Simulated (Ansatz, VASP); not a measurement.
# One calculation of WC, two programs

The input INCAR:

```
SYSTEM = WC
PREC = Accurate
ENCUT = 600
EDIFF = 1E-7
ISMEAR = 0
SIGMA = 0.1
LREAL = .FALSE.
LASPH = .TRUE.
NELM = 80
ALGO = Normal
ISIF = 3
LWAVE = .FALSE.
LCHARG = .FALSE.
GGA = PE
IBRION = 2
NSW = 90
EDIFFG = -0.04
```

The input KPOINTS:

```
regular mesh
0
G
  6 6 4
  0 0 0
```

POSCAR

```
WC
1.0
    2.8150623400      0.0000000000      0.0000000000
    0.0000000000      2.8150623400      0.0000000000
    0.0000000000      0.0000000000      3.8566258500
W C
1 1
Direct
    0.0000000000      0.0000000000      0.0000000000
    0.5000000000      0.5000000000      0.5000000000
```

Input for Ansatz:

```yaml
crystal:
  lattice:
    - [2.81506234, 0.0, 0.0]
    - [0.0, 2.81506234, 0.0]
    - [0.0, 0.0, 3.85662585]
  atoms:
    - { symbol: W, position: [0.0, 0.0, 0.0] }
    - { symbol: C, position: [0.5, 0.5, 0.5] }
basis:
  ecutwfc: 420
kpoints:
  mp_grid: { grid: [6, 6, 4] }
hamiltonian:
  xc: pbe
scf:
  occupations: { method: gaussian, width: 0.1 }
  lower_state_search: "off"
output:
  forces: true
  stress: true
  eigenvalues: true
relax:
  adjacent_minimum: "off"
  f_tol: 0.04
  max_steps: 70
  cell: { stress_tol: 0.4 }
```

Change from the starting cell: species swapped into the FePt type (P4/mmm, No. 123).

Alike in both runs: task relaxation of cell and atoms; functional PBE; k mesh 6 × 6 × 4; occupations gaussian, width 0.1 eV; no spin polarisation.

```csv
,VASP,Ansatz
version,VASP 6.6.1,Ansatz 0.2.0
potentials or method,"VASP PAW PBE potentials, release 64 (W_sv, C)","scalar-relativistic, plane waves, PAW"
plane-wave cutoff (eV),600,420
valence electrons in the cell,18,18
```

|  | VASP | Ansatz | Ansatz less VASP |
| --- | --- | --- | --- |
| gap on the k mesh at the Fermi level, each at its own relaxed structure (eV) | none | none | - |
| relaxed volume (Å³/atom) | 10.17 | 10.15 | -0.021 |
| relaxed cell length with the largest relative difference (Å) | 2.746 | 2.744 | -0.0023 |
| energy change over the relaxation (meV/atom) | -1950 | -1966 | -15.7 |

A gap of «none» marks a metal or a gap that the smearing closes.

Caveats: the k mesh is coarse (spacing up to 0.41 Å⁻¹), so the values aren't converged; the volume moved by over 15 % at a fixed basis, so the end points are rough (VASP). Spin-orbit coupling is left out, which matters for the levels of W.
